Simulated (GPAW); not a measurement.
The system is Si.

```
CELL_PARAMETERS angstrom
0.00000 2.72185 2.72185
2.72185 0.00000 2.72185
2.72185 2.72185 0.00000
ATOMIC_POSITIONS crystal
Si 0.00000 0.00000 0.00000
Si 0.25000 0.25000 0.25000
```

Base run:

```yaml
Program: GPAW 26.7.0
Functional: WC
Potentials_or_basis: PAW data sets generated in the run's folder for this functional
Cutoff: 600 eV
Basis: pw
k_mesh: 8 × 8 × 8
Occupations: fermi-dirac, width 0.05 eV
Spin: no spin polarisation
```

Its results: band gap on the k mesh 0.53 eV, indirect (least direct gap 2.54 eV); pressure -0.3 GPa.

**Question.** The run is repeated on the same cell with these changes: functional from WC to mBEEF; potentials or basis from PAW data sets generated in the run's folder for this functional to GPAW PAW data sets (gpaw-data 1.2.1). What comes out?

**Answer.** Band gap on the k mesh 1.03 eV, indirect (least direct gap 2.87 eV); pressure -0.6 GPa.

Caveats: the PAW data sets were made with another functional, which shifts forces and pressure a little (some runs).

Not every run made on this cell is shown here.
